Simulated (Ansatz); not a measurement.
One crystal and one scan (generalised stacking-fault energy along a line) at two levels, PBE (plane waves to 420 eV, PAW, scalar-relativistic; Ansatz, a quantum-chemistry and plane-wave program) and r2SCAN (plane waves to 500 eV, PAW, scalar-relativistic; Ansatz), each from its own relaxed cell and on its own mesh. The cell shown is that of PBE.

NaBr (rock salt) is sheared across one {100} plane: the third cell vector gains the shift, so faults repeat every 9.1 Å. The cut lies between planes 3.02 Å apart; the cell height is held.

```
NaBr
1.0
    4.26808     0.00000     0.00000
    0.00000     4.26808     0.00000
    2.13404     2.13404     9.05397
Br Na
3 3
Direct
  0.00000   0.00000   0.83333
  0.33333   0.33333   0.16667
  0.66667   0.66667   0.50000
  0.50000   0.50000   0.83333
  0.83333   0.83333   0.16667
  0.16667   0.16667   0.50000
```

In-plane vectors a = (4.268, 0.000) Å, b = (0.000, 4.268) Å, area 18.22 Å². The shift is s times the vector a + b (length 6.036 Å), so s = 1 restores the start. Atoms relax along the normal only. γ = [E(shift) − E(0)] / area.

E is the zero-smearing estimate. NaBr was relaxed with its symmetry unable to fall. Faults lie only 8.9 Å apart, and holding the cell height raises γ above its relaxed value. Faults lie only 9.1 Å apart, and holding the cell height raises γ above its relaxed value. Both scans cover s from 0.000 to 0.917.

γ (mJ/m²), each from zero shift of its own level:

```json
[
 {"s": "0.000", "PBE": "0", "r2SCAN": "0"},
 {"s": "0.083", "PBE": "37", "r2SCAN": "42"},
 {"s": "0.167", "PBE": "153", "r2SCAN": "175"},
 {"s": "0.250", "PBE": "315", "r2SCAN": "withheld"},
 {"s": "0.333", "PBE": "460", "r2SCAN": "544"},
 {"s": "0.417", "PBE": "558", "r2SCAN": "665"},
 {"s": "0.500", "PBE": "592", "r2SCAN": "708"},
 {"s": "0.583", "PBE": "558", "r2SCAN": "665"},
 {"s": "0.667", "PBE": "460", "r2SCAN": "544"},
 {"s": "0.750", "PBE": "315", "r2SCAN": "withheld"},
 {"s": "0.833", "PBE": "153", "r2SCAN": "175"},
 {"s": "0.917", "PBE": "37", "r2SCAN": "42"}
]
```

Task: Estimate the r2SCAN value at 0.250 from the PBE value there and the ratio of the two levels in the two nearest given rows on that side of the minimum.

Result: At 0.167 and 0.333 the ratio r2SCAN/PBE averages 1.163, which gives 1.163 × 315 = 366 mJ/m². The calculation gives 367 mJ/m², +16.5 % against PBE.

(The slope of γ gives the shear force per area between the displaced halves; near zero shift its curvature is an elastic stiffness.)
